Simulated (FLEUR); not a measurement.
# Anisotropy of 4 ML Co on Ru(0001), 3 substrate layers with FLEUR

Wanted: anisotropy for 4 ML Co on Ru(0001), 3 substrate layers, with the cost of each step.

Main program and level: FLEUR MaX-R8.1; PBE; all-electron FLAPW film, Dirac cores, scalar-relativistic bands.

**1. Starting point**

The cell holds 7 atoms: 3 Ru and 4 Co. Its edges and angles: a = 2.706 Å, b = 2.706 Å, c = 26.200 Å, α = 90.0°, β = 90.0°, γ = 120.0°. Pseudomorphic film, hard-sphere layer spacings, unrelaxed. Vacuum lies along c.

As a file:

```xyz
7
Lattice="2.7058 0.0000 0.0000 -1.3529 2.3433 0.0000 0.0000 0.0000 26.2003" Properties=species:S:1:pos:R:3
Ru    0.0000    0.0000    7.0000
Ru    1.3529    0.7811    9.1408
Ru    0.0000    0.0000   11.2816
Co    1.3529    0.7811   13.3449
Co    0.0000    0.0000   15.2967
Co    1.3529    0.7811   17.2485
Co    0.0000    0.0000   19.2003
```

**2. Self-consistent state**

The force theorems are single passes in this state's potential, so it has to be converged first.

No symmetry is used, so that later steps may turn the spins freely; k and −k are joined. FLEUR takes the sheet as a true film: the images along c are dropped, heights are typed in bohr, and the vacuum on both sides is semi-infinite. inpgen writes inp.xml from crystal.txt; cutoffs, mixing, functional, smearing and local orbitals are then set in the file. The k list scf (kpts.xml, not shown) is a Γ-centred 10×10×1 mesh; where the ranks do not divide the number of points, some are split in two of half the weight.

Input file inp.xml:

```
<?xml version="1.0" encoding="UTF-8" standalone="no"?>
<fleurInput fleurInputVersion="0.39">
   <comment>
      Co4Ru3
   </comment>
   <calculationSetup>
      <cutoffs Kmax="3.66" Gmax="11.0" GmaxXC="11.0" numbands="0"/>
      <scfLoop itmax="150" minDistance="0.00002" maxIterBroyd="15" imix="Anderson" alpha="0.03" precondParam="0.0" spinf="2.0" sdNocoIR="T"/>
      <coreElectrons ctail="F" frcor="F" kcrel="0" coretail_lmax="0"/>
      <xcFunctional name="pbe" relativisticCorrections="F"/>
      <magnetism jspins="2" l_noco="F" l_ss="F">
         <qss>0.0 0.0 0.0</qss>
         <mtNocoParams l_mperp="F" l_mtNocoPot="F" l_relaxSQA="F" mag_mixing_scheme="0" mix_RelaxWeightOffD="1.0" l_constrained="F" mix_constr="1.0"/>
         <sourceFreeMag l_sourceFree="F" l_scaleMag="F" mag_scale="1.0"/>
      </magnetism>
      <soc l_soc="F" theta="0.0" phi="0.0" spav="F"/>
      <expertModes spex="0" secvar="F"/>
      <geometryOptimization l_f="F" forcealpha="1.0" forcemix="BFGS" epsdisp="0.00001" epsforce="0.00001"/>
      <ldaU l_linMix="F" mixParam="0.05" spinf="1.0"/>
   </calculationSetup>
   <cell>
      <bzIntegration valenceElectrons="110.0" mode="hist" fermiSmearingEnergy="0.00183747">
         <kPointListSelection listName="scf"/>
         <xi:include xmlns:xi="http://www.w3.org/2001/XInclude" href="kpts.xml"> </xi:include>
      </bzIntegration>
      <xi:include xmlns:xi="http://www.w3.org/2001/XInclude" href="sym.xml"> </xi:include>
      <filmLattice scale="1.0" dVac="28.66" dTilda="31.16">
         <bravaisMatrixFilm>
            <row-1>    5.1132214524806576    -0.0000001170874307</row-1>
            <row-2>   -2.5566106248470737     4.4281797315674236</row-2>
         </bravaisMatrixFilm>
         <vacuumEnergyParameters vacuum="1" spinUp="-.25" spinDown="-.25"/>
         <vacuumEnergyParameters vacuum="2" spinUp="-.25" spinDown="-.25"/>
      </filmLattice>
   </cell>
   <atomSpecies>
      <species name="Ruthenium (Ru)" element="Ru" atomicNumber="44">
         <mtSphere radius="2.4" gridPoints="793" logIncrement="0.016"/>
         <atomicCutoffs lmax="10" lnonsphr="8"/>
         <electronConfig flipSpins="F">
            <coreConfig>(1s1/2) (2s1/2) (2p1/2) (2p3/2) (3s1/2) (3p1/2) (3p3/2) (4s1/2) (3d3/2) (3d5/2)</coreConfig>
            <valenceConfig>(4p1/2) (4p3/2) (5s1/2) (4d3/2) (4d5/2)</valenceConfig>
            <stateOccupation state="(5s1/2)" spinUp="0.500000" spinDown="0.500000"/>
            <stateOccupation state="(4d3/2)" spinUp="1.400000" spinDown="1.400000"/>
            <stateOccupation state="(4d5/2)" spinUp="2.100000" spinDown="2.100000"/>
         </electronConfig>
         <energyParameters s="5" p="5" d="4" f="4"/>
         <lo type="SCLO" l="1" n="4" eDeriv="0"/>
      </species>
      <species name="Cobalt (Co2.000" element="Co" atomicNumber="27">
         <mtSphere radius="2.24" gridPoints="741" logIncrement="0.016"/>
         <atomicCutoffs lmax="8" lnonsphr="6"/>
         <electronConfig flipSpins="F">
            <coreConfig>(1s1/2) (2s1/2) (2p1/2) (2p3/2)</coreConfig>
            <valenceConfig>(3s1/2) (3p1/2) (3p3/2) (4s1/2) (3d3/2) (3d5/2)</valenceConfig>
            <stateOccupation state="(3d3/2)" spinUp="1.5" spinDown="1.3"/>
            <stateOccupation state="(3d5/2)" spinUp="3.0" spinDown="1.2"/>
         </electronConfig>
         <energyParameters s="4" p="4" d="3" f="4"/>
         <lo type="SCLO" l="0" n="3" eDeriv="0"/>
         <lo type="SCLO" l="1" n="3" eDeriv="0"/>
      </species>
   </atomSpecies>
   <atomGroups>
      <atomGroup species="Ruthenium (Ru)">
         <filmPos label="                   1">.0000000000 .0000000000 -11.5276558322</filmPos>
         <force calculate="T" relaxXYZ="TTT"/>
         <nocoParams  alpha="0.0" beta="0.0"/>
      </atomGroup>
      <atomGroup species="Ruthenium (Ru)">
         <filmPos label="                   2">-1.000/3.000 1.000/3.000 -7.4821233773</filmPos>
         <force calculate="T" relaxXYZ="TTT"/>
         <nocoParams  alpha="0.0" beta="0.0"/>
      </atomGroup>
      <atomGroup species="Ruthenium (Ru)">
         <filmPos label="                   3">.0000000000 .0000000000 -3.4365909225</filmPos>
         <force calculate="T" relaxXYZ="TTT"/>
         <nocoParams  alpha="0.0" beta="0.0"/>
      </atomGroup>
      <atomGroup species="Cobalt (Co2.000">
         <filmPos label="                   4">-1.000/3.000 1.000/3.000 .4625361244</filmPos>
         <force calculate="T" relaxXYZ="TTT"/>
         <nocoParams  alpha="0.0" beta="0.0"/>
      </atomGroup>
      <atomGroup species="Cobalt (Co2.000">
         <filmPos label="                   5">.0000000000 .0000000000 4.1508928565</filmPos>
         <force calculate="T" relaxXYZ="TTT"/>
         <nocoParams  alpha="0.0" beta="0.0"/>
      </atomGroup>
      <atomGroup species="Cobalt (Co2.000">
         <filmPos label="                   6">-1.000/3.000 1.000/3.000 7.8392495886</filmPos>
         <force calculate="T" relaxXYZ="TTT"/>
         <nocoParams  alpha="0.0" beta="0.0"/>
      </atomGroup>
      <atomGroup species="Cobalt (Co2.000">
         <filmPos label="                   7">.0000000000 .0000000000 11.5276558322</filmPos>
         <force calculate="T" relaxXYZ="TTT"/>
         <nocoParams  alpha="0.0" beta="0.0"/>
      </atomGroup>
   </atomGroups>
   <output dos="F" band="F" slice="F">
      <bandDOS minEnergy="-.5*Htr" maxEnergy="0.5*Htr" sigma="0.015" storeEVData="T"/>
      <plotting iplot="0" polar="F">
         <plot TwoD="T" vec1="  1.0  0.0  0.0" vec2="  0.0  1.0  0.0" vec3="  0.0  0.0  1.0" zero="  0.0  0.0 -0.5" file="plot"/>
      </plotting>
      <moessbauerParams electricFieldGradient="F" isomerShift="F" coreHyperfine="F" valenceHyperfine="F"/>
   </output>
</fleurInput>
```

Input file crystal.txt:

```
Co4Ru3
&input film=T cartesian=F /
2.70580026699  -0.00000006196  0.00000000000
-1.35290007984  2.34329179976  0.00000000000
0.00000000000  0.00000000000  1.00000000000
1.8897261246
1.0 1.0 1.0

7
44 0.00000000000  0.00000000000  -11.52765583217
44 0.66666666667  0.33333333333  -7.48212337735
44 0.00000000000  0.00000000000  -3.43659092253
27 0.66666666667  0.33333333333  0.46253612445 : 2.000
27 0.00000000000  0.00000000000  4.15089285654 : 2.000
27 0.66666666667  0.33333333333  7.83924958862 : 2.000
27 0.00000000000  0.00000000000  11.52765583217 : 2.000

&kpt div1=10 div2=10 div3=1 gamma=T /
```

Run with:

```bash
> OMP_NUM_THREADS=1 inpgen -f crystal.txt -nosym -noco > inpgen.log  # inp.xml is then edited as shown
> OMP_NUM_THREADS=1 mpirun -n 4 fleur_MPI > fleur.log
```

Output:

```text
Welcome to FLEUR        (www.flapw.de)
      MaX-Release 8.1          (www.max-centre.eu)

 ========== k-point set info ==========
 Selected k-point list: scf
 k-point list type: mesh
 0 x 0 x 0
 Number of k points: 52

 ------------Calculation Setup---------------------------
 Number of MPI-tasks      :            4
 Number of PE/node        :            4
 Number of OMP-threads    :            1
 k-points in parallel     :            4
 pe's per k-point         :            1
 No of k-point loops      :           13
 Eigenvalue solver        :       lapack
 Number of basis functions:          643
 Approximate size of matrices (H+S) per k-point:         0.012 GB
 --------------------------------------------------------
 Iteration:     1   Distance:      46.15843828 me/bohr^3
 Iteration:     2   Distance:     104.99634580 me/bohr^3
 Iteration:     3   Distance:      85.10980327 me/bohr^3
 Iteration:     4   Distance:      44.86387950 me/bohr^3
 Iteration:     5   Distance:      73.51036216 me/bohr^3
 Iteration:     6   Distance:      83.09369047 me/bohr^3
 Iteration:     7   Distance:      68.67753267 me/bohr^3
 Iteration:     8   Distance:      64.10362666 me/bohr^3
 Iteration:     9   Distance:      45.61236818 me/bohr^3
 Iteration:    10   Distance:      51.78808080 me/bohr^3
[... 107 iterations left out ...]
 Iteration:   118   Distance:       0.00011290 me/bohr^3
 Iteration:   119   Distance:       0.00010704 me/bohr^3
 Iteration:   120   Distance:       0.00030549 me/bohr^3
 Iteration:   121   Distance:       0.00028733 me/bohr^3
 Iteration:   122   Distance:       0.00006437 me/bohr^3
 Iteration:   123   Distance:       0.00015130 me/bohr^3
 Iteration:   124   Distance:       0.00003813 me/bohr^3
 Iteration:   125   Distance:       0.00003768 me/bohr^3
 Iteration:   126   Distance:       0.00006885 me/bohr^3
 Iteration:   127   Distance:       0.00000931 me/bohr^3

 ********************************************************************
 Run finished successfully
 Stop message:
   all done
 ********************************************************************

--- out.xml (last complete iteration) ---
<iteration numberForCurrentRun="  127" overallNumber="  127">
         [... left out ...]
         <bandgap value="0.0000000000" units="eV"/>
         <sumValenceSingleParticleEnergies value="-131.6029306066" units="Htr"/>
         <FermiEnergy value="-0.1670173811" units="Htr"/>
         <valenceDensity>
            <mtCharges spin="1">
               <mtCharge atomType="1" total="6.1454726" s="0.1680963" p="3.1002888" d="2.8518000" f="0.0194762"/>
               <mtCharge atomType="2" total="6.1934080" s="0.1754937" p="3.1504830" d="2.8286152" f="0.0305036"/>
               <mtCharge atomType="3" total="6.1990392" s="0.1730088" p="3.1378169" d="2.8548021" f="0.0260912"/>
               <mtCharge atomType="4" total="8.6816537" s="1.1830363" p="3.1485219" d="4.3376195" f="0.0096600"/>
               <mtCharge atomType="5" total="8.7628375" s="1.1785687" p="3.1346472" d="4.4386192" f="0.0084549"/>
               <mtCharge atomType="6" total="8.7747441" s="1.1762166" p="3.1326466" d="4.4548329" f="0.0084777"/>
               <mtCharge atomType="7" total="8.7654758" s="1.1755412" p="3.0956255" d="4.4873199" f="0.0053682"/>
            </mtCharges>
            <mtCharges spin="2">
               <mtCharge atomType="1" total="6.1699243" s="0.1679611" p="3.1003777" d="2.8758812" f="0.0198394"/>
               <mtCharge atomType="2" total="6.2488788" s="0.1761692" p="3.1507432" d="2.8834302" f="0.0302494"/>
               <mtCharge atomType="3" total="6.2196678" s="0.1763595" p="3.1481056" d="2.8616482" f="0.0264334"/>
               <mtCharge atomType="4" total="7.1048635" s="1.1847214" p="3.1727728" d="2.7347824" f="0.0098870"/>
               <mtCharge atomType="5" total="6.9928066" s="1.1857707" p="3.1716133" d="2.6246336" f="0.0085719"/>
               <mtCharge atomType="6" total="6.9764322" s="1.1848889" p="3.1712292" d="2.6093139" f="0.0087433"/>
               <mtCharge atomType="7" total="6.8753558" s="1.1785774" p="3.1178588" d="2.5721639" f="0.0053449"/>
            </mtCharges>
            <spinDependentCharge spin="1" total="58.3115106" interstitial="4.6784303" mtSpheres="53.5226310" vacuum1="0.0445311" vacuum2="0.0659183"/>
            <spinDependentCharge spin="2" total="51.6884896" interstitial="4.9953871" mtSpheres="46.5879288" vacuum1="0.0391530" vacuum2="0.0660207"/>
            <totalCharge value="110.0000002526"/>
         </valenceDensity>
         [... left out ...]
         <allElectronCharges>
            <spinDependentCharge spin="1" total="123.3115106" interstitial="4.6850120" mtSpheres="118.5160493" vacuum1="0.0445311" vacuum2="0.0659183"/>
            <spinDependentCharge spin="2" total="116.6884896" interstitial="5.0019720" mtSpheres="111.5813440" vacuum1="0.0391530" vacuum2="0.0660207"/>
            <totalCharge value="240.0000002748"/>
         </allElectronCharges>
         <magneticMomentsInMTSpheres units="muBohr">
            <globalMagMoment atomType="1" vec="0.00000   0.00000  -0.02445"/>
            <localMagMoment atomType="1" vec="0.00000   0.00000  -0.02445"/>
            <globalMagMoment atomType="2" vec="0.00000   0.00000  -0.05547"/>
            <localMagMoment atomType="2" vec="0.00000   0.00000  -0.05547"/>
            <globalMagMoment atomType="3" vec="0.00000   0.00000  -0.02062"/>
            <localMagMoment atomType="3" vec="0.00000   0.00000  -0.02062"/>
            <globalMagMoment atomType="4" vec="0.00000   0.00000   1.57679"/>
            <localMagMoment atomType="4" vec="0.00000   0.00000   1.57679"/>
            <globalMagMoment atomType="5" vec="0.00000   0.00000   1.77003"/>
            <localMagMoment atomType="5" vec="0.00000   0.00000   1.77003"/>
            <globalMagMoment atomType="6" vec="0.00000   0.00000   1.79831"/>
            <localMagMoment atomType="6" vec="0.00000   0.00000   1.79831"/>
            <globalMagMoment atomType="7" vec="0.00000   0.00000   1.89012"/>
            <localMagMoment atomType="7" vec="0.00000   0.00000   1.89012"/>
         </magneticMomentsInMTSpheres>
         <moessbauerParams unitsHFF="kG" unitsIS="e/bohr^3" unitsEFG="Htr/bohr^2">
         </moessbauerParams>
         <totalEnergy value="   -19169.3787719968" units="Htr">
            <sumOfEigenvalues value="   -11441.6134786068">
               <coreElectrons value="-11310.0105480002"/>
               <valenceElectrons value="-131.6029306066"/>
            </sumOfEigenvalues>
            <densityCoulombPotentialIntegral value="-30410.3035406907"/>
            <densityEffectivePotentialIntegral value="-31243.6925506933"/>
            <chargeDenXCDenIntegral value="-640.1113995921"/>
            <FockExchangeEnergyValence value="0.0000000000"/>
            <FockExchangeEnergyCore value="0.0000000000"/>
            <atomTypeDependentContributions atomType="1">
               <electronNucleiInteractionDifferentMTs value="5469.5774146834"/>
               <MadelungTerm value="-10.6713194158"/>
            </atomTypeDependentContributions>
            <atomTypeDependentContributions atomType="2">
               <electronNucleiInteractionDifferentMTs value="5470.8506713901"/>
               <MadelungTerm value="-9.1435238909"/>
            </atomTypeDependentContributions>
            <atomTypeDependentContributions atomType="3">
               <electronNucleiInteractionDifferentMTs value="5470.6134402963"/>
               <MadelungTerm value="-9.5330164107"/>
            </atomTypeDependentContributions>
            <atomTypeDependentContributions atomType="4">
               <electronNucleiInteractionDifferentMTs value="1666.6318889742"/>
               <MadelungTerm value="-4.8119382576"/>
            </atomTypeDependentContributions>
            <atomTypeDependentContributions atomType="5">
               <electronNucleiInteractionDifferentMTs value="1666.4242888336"/>
               <MadelungTerm value="-5.0267648191"/>
            </atomTypeDependentContributions>
            <atomTypeDependentContributions atomType="6">
               <electronNucleiInteractionDifferentMTs value="1666.3937799305"/>
               <MadelungTerm value="-5.0341452706"/>
            </atomTypeDependentContributions>
            <atomTypeDependentContributions atomType="7">
               <electronNucleiInteractionDifferentMTs value="1665.7249659516"/>
               <MadelungTerm value="-5.7575160214"/>
            </atomTypeDependentContributions>
            <tkbTimesEntropy value="0.0026694240"/>
            <freeEnergy value="-19169.3814414209"/>
            <extrapolationTo0K value="-19169.3801067089"/>
         </totalEnergy>
         <densityConvergence units="me/bohr^3">
            <chargeDensity spin="1" distance="0.0000061295"/>
            <chargeDensity spin="2" distance="0.0000067101"/>
            <overallChargeDensity distance="0.0000088609"/>
            <spinDensity distance="0.0000093099"/>
         </densityConvergence>
      </iteration>
```

Run time: 34 min. Hardware: 4 MPI ranks of Arm Neoverse V2, shared host; peak memory 1.6 GiB.

Spin moment in the muffin-tin sphere by atom:

| atom | spin moment in the muffin-tin sphere (μB) |
| --- | --- |
| Ru1 | -0.02 |
| Ru2 | -0.06 |
| Ru3 | -0.02 |
| Co4 | 1.58 |
| Co5 | 1.77 |
| Co6 | 1.80 |
| Co7 | 1.89 |

This step gave:

```yaml
free_energy: -521625.4425 eV
program_s_band_gap_on_this_mesh_in_a_metal_only_a_level_spacing: 0 eV
magnetization: 6.623 μB
final_state: ferromagnetic, with opposed induced moments
```

After 127 cycles the largest moment stands at 1.89 μB.

**3. Anisotropy by the force theorem, rung 1**

Anisotropy is a small difference, so it is taken from sums over occupied states at a frozen potential, where most errors cancel.

One pass with spin–orbit coupling for each direction, from the saved density. The k list mae (kpts.xml, not shown) is a Γ-centred 17×17×1 mesh.

Changes to inp.xml since step 2:

```diff
@@ -6,4 +6,4 @@
    <calculationSetup>
-      <cutoffs Kmax="3.66" Gmax="11.0" GmaxXC="11.0" numbands="0"/>
-      <scfLoop itmax="150" minDistance="0.00002" maxIterBroyd="15" imix="Anderson" alpha="0.03" precondParam="0.0" spinf="2.0" sdNocoIR="T"/>
+      <cutoffs Kmax="3.66" Gmax="11.0" GmaxXC="11.0" numbands="222"/>
+      <scfLoop itmax="1" minDistance="0.00002" maxIterBroyd="15" imix="Anderson" alpha="0.03" precondParam="0.0" spinf="2.0" sdNocoIR="T"/>
       <coreElectrons ctail="F" frcor="F" kcrel="0" coretail_lmax="0"/>
@@ -15,3 +15,3 @@
       </magnetism>
-      <soc l_soc="F" theta="0.0" phi="0.0" spav="F"/>
+      <soc l_soc="T" theta="0.0" phi="0.0" spav="F"/>
       <expertModes spex="0" secvar="F"/>
@@ -22,3 +22,3 @@
       <bzIntegration valenceElectrons="110.0" mode="hist" fermiSmearingEnergy="0.00183747">
-         <kPointListSelection listName="scf"/>
+         <kPointListSelection listName="mae"/>
          <xi:include xmlns:xi="http://www.w3.org/2001/XInclude" href="kpts.xml"> </xi:include>
@@ -107,2 +107,5 @@
    </output>
+   <forceTheorem>
+      <MAE theta="0.0 1.5707963 1.5707963" phi="0.0 0.0 1.5707963"/>
+   </forceTheorem>
 </fleurInput>
```

Run with:

```bash
> OMP_NUM_THREADS=1 mpirun -n 4 fleur_MPI -warn_only > fleur.log
```

Output:

```text
[banner, memory and clock lines left out]
Welcome to FLEUR        (www.flapw.de)
      MaX-Release 8.1          (www.max-centre.eu)

 ========== k-point set info ==========
 Selected k-point list: mae
 k-point list type: mesh
 0 x 0 x 0
 Number of k points: 292

 [... set-up left out ...]
 ********************************************************************
 Run finished successfully
 Stop message:
   Forcetheorem MAE
 ********************************************************************

--- out.xml (force theorem) ---
<Forcetheorem_MAE Angles="3" units="Htr">
            <Angle theta="0.0000000" phi="0.0000000" ev-sum="-131.618662976"/>
            <Angle theta="1.5707963" phi="0.0000000" ev-sum="-131.618639552"/>
            <Angle theta="1.5707963" phi="1.5707963" ev-sum="-131.618639504"/>
         </Forcetheorem_MAE>
```

It took 7.7 min on 4 MPI ranks; peak memory 3.4 GiB; 31 min of CPU time.

Anisotropy energies, by row:

| axis | x | y | z | band energy less the first axis' (meV a cell) |
| --- | --- | --- | --- | --- |
| z | 0 | 0 | 1 | 0 |
| x | 1 | 0 | 0 | 0.6374 |
| y | 0 | 1 | 0 | 0.6387 |

Shape anisotropy is not in these numbers.

**4. Anisotropy by the force theorem, rung 2**

A second rung shows how far the first can be trusted.

The k list mae (kpts.xml, not shown) is a Γ-centred 27×27×1 mesh.

inp.xml is that of step 3.

Output:

```text
[banner, memory and clock lines left out]
Welcome to FLEUR        (www.flapw.de)
      MaX-Release 8.1          (www.max-centre.eu)

 ========== k-point set info ==========
 Selected k-point list: mae
 k-point list type: mesh
 0 x 0 x 0
 Number of k points: 732

 [... set-up left out ...]
 ********************************************************************
 Run finished successfully
 Stop message:
   Forcetheorem MAE
 ********************************************************************

--- out.xml (force theorem) ---
<Forcetheorem_MAE Angles="3" units="Htr">
            <Angle theta="0.0000000" phi="0.0000000" ev-sum="-131.618687243"/>
            <Angle theta="1.5707963" phi="0.0000000" ev-sum="-131.618660848"/>
            <Angle theta="1.5707963" phi="1.5707963" ev-sum="-131.618660823"/>
         </Forcetheorem_MAE>
```

Wall time 19 min (4 MPI ranks); peak memory 7.2 GiB; 76 min of CPU time.

Anisotropy energies, by row:

| axis | x | y | z | band energy less the first axis' (meV a cell) |
| --- | --- | --- | --- | --- |
| z | 0 | 0 | 1 | 0 |
| x | 1 | 0 | 0 | 0.7182 |
| y | 0 | 1 | 0 | 0.7189 |

(Continued in part 2 of 2.)

[Logs and program files are shortened in this print: banners, set-up blocks, solver, clock and traceback lines can be left out without a mark of their own.]

[Logs are printed without paths, hosts, clocks, repeated set-up lines and the standing remarks that a program may print on its own settings, such as how far it seeks lower states.]

[Hosts, paths, dates, database ids (printed as entryN), source tags and the programs' standing remarks are cut or masked in the printed files.]

[Where a cell is said to come from a database of computed structures, the database is the Materials Project.]
